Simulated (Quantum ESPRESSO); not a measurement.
Fe:

```
Fe
1.0
    -1.44300    1.44300    1.44300
     1.44300   -1.44300    1.44300
     1.44300    1.44300   -1.44300
Fe
1
Direct
  0.00000 0.00000 0.00000
```

Base run:

```yaml
Program: Quantum ESPRESSO 7.5
Functional: LDA
Potentials_or_basis: PseudoDojo 0.4.1 SR LDA standard
Cutoff: 1225 eV
Density_cutoff: 4898 eV
k_mesh: 13 × 13 × 13
Occupations: fermi-dirac, width 0.05 eV
Spin: collinear spin, ferromagnetic start
Starting_moments: "[3.0] μB"
```

Its results: band gap on the k mesh none (metal or under the smearing width); pressure -24.5 GPa; net moment 2.29 μB per cell; site moments Fe +2.32 μB.

Q: The run is repeated on the same cell with these changes: functional from LDA to PBEsol; potentials or basis from PseudoDojo 0.4.1 SR LDA standard to PseudoDojo 0.4.1 SR PBEsol standard. What comes out?

A: Band gap on the k mesh none (metal or under the smearing width); pressure -15.6 GPa; net moment 2.38 μB per cell; site moments Fe +2.44 μB.

Caveats: so large a pressure means that the cell lies far from this level's equilibrium, or that cutoff or potentials fall short.

Not every run made on this cell is shown here.
